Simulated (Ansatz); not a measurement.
# Co (P6_3/mmc) in Ansatz: notebook

One crystal, Co, is run at these levels: PBEsol; tasks: single point.

All numbers are computed with Ansatz 0.2.0; they aren't measurements. Logs are shortened: lines on timing, memory, paths and dates and some standing lists are left out, and cuts for length are marked.

## (1) The crystal as given

Symmetry: P6_3/mmc, No. 194, hexagonal system. The conventional cell has a = 2.471 Å, b = 2.471 Å, c = 8.088 Å, α = 90.00°, β = 90.00°, γ = 120.00°. Co (site symmetry -6m2) has 12 Co at 2.47 Å as nearest neighbours. Around Co (site symmetry -3m) lie 12 Co at 2.47 Å.

## (2) Single point, PBEsol, collinear spin, ferromagnetic start

Contents of input.yaml:

```yaml
crystal:
  lattice:
    - [2.4705617809, 0.0, 0.0]
    - [-1.2352808905, 2.1395692639, 0.0]
    - [0.0, 0.0, 8.0882338]
  atoms:
    - { symbol: Co, position: [0.6666666667, 0.3333333333, 0.75], spin: 1.0 }
    - { symbol: Co, position: [0.0, 0.0, 0.5], spin: 1.0 }
    - { symbol: Co, position: [0.3333333333, 0.6666666667, 0.25], spin: 1.0 }
    - { symbol: Co, position: [0.0, 0.0, 0.0], spin: 1.0 }
hamiltonian:
  xc: pbesol
  pseudopotentials: { kind: paw }
magnetization:
  spin_polarized: true
  initial_magnetization: 4.0
  spin_locking: { lock_magnetization: hard }
kpoints:
  mp_grid: { grid: [10, 10, 3] }
scf:
  occupations: { method: fermi_dirac, width: 0.05 }
  lower_state_search: "off"
output:
  forces: true
  stress: true
  eigenvalues: true
```

Potentials or basis: Ansatz PAW.

Started as:

```console
ansatz run input.yaml --threads 2 --pin off --max-ram 5632MiB --backend cpu --events-out ev --progress --plain --runs-dir out
```

What it wrote:

```text
Warning: output.stress: scf.convergence.dr2_threshold = 1e-7 eV (the SCF's general default) is looser than the 4e-10 eV advised for a printed stress (1e-10 eV for each atom of the cell: 4). What an SCF threshold leaves in a stress goes as its square root, and in the free energy as the threshold itself, and one threshold admits the most on a small cell: of the crystals measured, under no hybrid functional and no lock of the moments, on runs that ended without the residual-converged pass, on stresses that held no estimate of that error, the worst erred by over 100 MPa in a component at 1e-7 eV an atom and by under 5 at 1e-10. Set scf.convergence.dr2_threshold to 4e-10 eV or tighter. The threshold is an SCF's pass mark: one that does not reach it within its budget of iterations ends unconverged, or closes short of it on a stop that the run arms, and scf.convergence.dr2_threshold's page says what that costs each kind of run
Warning: RAYON_NUM_THREADS=2 ignored (pool sized by the plan → 2); use --threads N
Engine: ansatz 0.2.0, aarch64-unknown-linux-gnu
Pseudopotentials: kind: paw
Pseudopotential: Co, paw, valence charge 17, recommended cutoff 420 eV (normal), Co.paw.azcp
Functional definition: PBEsol
  exchange = pbesol_x
  correlation = pbesol_c
Crystal: 4 atoms, lattice volume = 42.754 Å³
Basis set: ecut = 420 eV, 813 PW (Γ), exchange–correlation on 36×36×120 points (8 copies of the dense FFT grid, shifted against one another)
Bands: 44, of which v1, the nominal top of the filled ones, is band 34 counted from 1 (33 counted from 0)
Symmetry: 24 space group operations
Space group: P63/mmc (ITA 194), of the structure as read, at distance tolerance 3.5e-5 Å
Magnetic group: BNS 194.263 (UNI 1493), of the structure as read, at distance tolerance 3.5e-5 Å
k-points: 28 of 300
Non-local potential: Co, projectors of the file, l = 0: 3, l = 1: 2, l = 2: 3, l = 3: 1
PAW form: soft (Blöchl's): semilocal exchange-correlation on the pseudo side does not see the compensation charge
PAW frozen core: Co, regenerated for the run's functional, and the local potential with it (the file was generated under x = pbe(κ = 0.804, μ = 0.2195149727645171), c = pbe(β = 0.06672455060314922))
PAW one-centre angular grid: Co, 590 points (default); XC on 64 Gauss nodes
Initial density: superposition of atomic densities (chi_scale 0.1, normalization cell)
Starting moments: Σ|m| = 4 μB on 4 of 4 sites
Initial wavefunctions: pseudopotential atomic-orbital guess
Functional: x = pbesol(κ = 0.804, μ = 0.12345679012345678), c = pbesol(β = 0.046)
iter 1 solved again at ethr=2.10e-3 eV; its pass at ethr=3.10e-3 eV (dr2=1.43e0 eV) is discarded
SCF iter   1: F=—  HF=-20371.653259 eV  |F-HF|=—  |Δ(HF+E_count)|=         —  Δρ=6.93e-2 (↑1.56e-2 ↓6.93e-2)  dr2=1.43e0  dr2_m=3.52e-1  M=4.000 μB ∫|m|=4.094 μB  β_m=0.30  ethr=2.10e-3  ⟨swp⟩=1.2  Hψ=10862  notcnv=0
preconditioner: auto → Kerker (q_TF=auto, 2.948 Å⁻¹)  [metal: Δε(μ)=0.008 eV  Ē_g=8.849 eV  σ=0.050 eV  W_gap=0.04  n_scr=12 (ndim 8)  ℏωp=34.1 eV  f_vac=0.000  D(μ)=11.35/eV (n_scr^D=250)]
spin=Collinear: Kerker preconditioning applied to the charge; magnetization (m = ρ↑ − ρ↓) channel mixes plain (no charge-response kernel on spin).
SCF iter   2: F=—  HF=-20371.456626 eV  |F-HF|=—  |Δ(HF+E_count)|=   1.97e-1  Δρ=3.54e-2 (↑1.47e-2 ↓3.54e-2)  dr2=1.41e-1  dr2_m=2.32e-1  M=4.000 μB ∫|m|=4.166 μB  β_m=0.44  ethr=2.10e-3  ⟨swp⟩=2.6  Hψ=3840  notcnv=0
SCF iter   3: F=—  HF=-20371.468415 eV  |F-HF|=—  |Δ(HF+E_count)|=   1.18e-2  Δρ=2.01e-2 (↑1.25e-2 ↓2.01e-2)  dr2=1.42e-1  dr2_m=7.09e-2  M=4.000 μB ∫|m|=4.285 μB  β_m=0.56  ethr=2.08e-4  ⟨swp⟩=2.1  Hψ=4196  notcnv=0  defer=53
[... 31 lines left out ...]
Free energy (F): -20371.500201 eV
Harris-Foulkes:  -20371.500201 eV  (|F-HF|=1.23e-8)
Internal energy: -20371.416861 eV  (E = F + TS)
E sigma→0 (E₀):  -20371.458531 eV
Entropy (-TS):   -0.083340 eV (-20.835 meV/atom)
Fermi energy:    18.735601 (↑ 18.582605, ↓ 18.888597) eV
--- Per-component energies (eV) ---
  E_band       = -960.943147
  E_kinetic    = 1817.082716
  E_local      = -11238.759125  (includes V_loc(G=0)·N_el)
  E_nonlocal   = 1819.375139
  E_hartree    = 4702.038315
  E_xc         = -631.521850
  E_vxc        = -818.750125  (∫ρ·V_xc dr)
  E_paw        = -5927.524781  (= ΣΔE_a)
  E_vpaw       = -1943.967093  (= ΣTr[D̂ρ^β])
  E_aug_tail   = 0.000249  (compensation charges beyond the density's cutoff)
  E_ewald      = -10912.861201
  E_core_change = 0.753677  (= ΣΔE_core)
  E_smearing   = -0.083340  (= −TS)
  E_closure    = 0.000000  (closes the sum)
  Σ components = -20371.500201   (vs F -20371.500201, Δ=0.00e0)
--- Forces (eV/Å), atoms counted from 1 ---
  atom   1  Co     0.00000000     0.00000000     0.00000000
  atom   2  Co    -0.00000000     0.00000000     0.00000000
  atom   3  Co    -0.00000000    -0.00000000     0.00000000
  atom   4  Co    -0.00000000    -0.00000000     0.00000000
  max |Σ_I F_I| component: 4.63e-18 eV/Å
--- Stress (GPa, compression-positive) ---
      -12.598487       0.000000       0.000000
        0.000000     -12.598487       0.000000
        0.000000       0.000000     -15.109953
  P = ⅓ Tr σ = -13.4356 GPa (-134.356 kbar)
--- Band table (eV; the first three rows and the last of 56) ---
  k-point 0 ↑: bands = ["-76.7327", "-76.7301", "-76.4159", "-76.4130", "-40.2175", "-40.1429", "-39.9705", "-39.9705", "-39.9687", "-39.9687", "-39.8266", "-39.7492", "-39.6623", "-39.6623", "-39.6604", "-39.6604", "9.7006", "11.9213", "11.9847", "13.7323", "15.9421", "16.1865", "16.3272", "16.3272", "16.3915", "16.3915", "16.4365", "16.6768", "16.6768", "16.8045", "16.8045", "17.3278", "17.3278", "17.8974", "17.8974", "17.9407", "17.9407", "18.4824", "18.4824", "18.4827", "25.2638", "33.6081", "33.6511", "40.5918"]
  k-point 1 ↑: bands = ["-76.7320", "-76.7307", "-76.4151", "-76.4137", "-40.2014", "-40.1646", "-39.9701", "-39.9701", "-39.9691", "-39.9691", "-39.8042", "-39.7661", "-39.6618", "-39.6618", "-39.6608", "-39.6608", "9.9787", "10.7774", "13.0908", "13.6300", "16.1347", "16.3547", "16.3710", "16.3710", "16.4123", "16.4123", "16.4653", "16.6427", "16.6427", "16.7073", "16.7073", "17.4614", "17.4614", "17.6073", "17.6884", "17.6884", "18.1719", "18.1719", "18.3933", "18.3933", "26.7264", "29.8632", "37.6310", "40.7499"]
  k-point 2 ↑: bands = ["-76.7287", "-76.7262", "-76.4120", "-76.4095", "-40.2086", "-40.1413", "-39.9992", "-39.9960", "-39.9770", "-39.9749", "-39.8180", "-39.7514", "-39.6868", "-39.6855", "-39.6685", "-39.6663", "10.0577", "12.2293", "12.2867", "13.9613", "15.8471", "15.9259", "16.1758", "16.2565", "16.4225", "16.4633", "16.5491", "16.7457", "16.8099", "16.8205", "16.9284", "16.9695", "17.2160", "17.4145", "17.9161", "17.9365", "18.0689", "18.0950", "18.4975", "20.1566", "25.3138", "33.8532", "33.8939", "38.3551"]
  k-point 27 ↓: bands = ["-75.3616", "-75.3615", "-75.1282", "-75.1281", "-38.9383", "-38.9280", "-38.8804", "-38.8763", "-38.7875", "-38.7761", "-38.6535", "-38.6346", "-38.5946", "-38.5903", "-38.5683", "-38.5568", "15.5595", "15.5595", "15.5946", "15.6055", "15.8951", "15.8953", "16.1053", "16.1295", "16.8628", "16.8862", "17.0706", "17.1056", "18.1638", "18.2233", "18.8038", "18.8921", "19.3480", "19.5384", "19.6635", "19.6646", "23.0223", "23.4358", "25.1671", "25.5447", "25.9555", "26.7027", "27.9310", "28.2974"]
```

Run time: 13 s. Hardware: 2 threads of Arm Neoverse N1, shared host; peak memory 0.36 GiB.

Results:

- Free energy: -20371.5002 eV
- Pressure: -13.4 GPa
- Net moment: 4.00 μB per cell
- Absolute moment: 4.46 μB per cell
- Site moments: Co +0.82, +1.28 μB

Stress tensor (GPa, compression positive):
```
-12.60   0.00   0.00
  0.00 -12.60   0.00
  0.00   0.00 -15.11
```

Caveat: the total moment is fixed, so each spin has its own Fermi level; the PAW data sets come from PBE, with cores solved anew for the run's functional, which leaves a small shift of forces and pressure; the thresholds are loose for stress.

(Continued in part 2 of 2.)
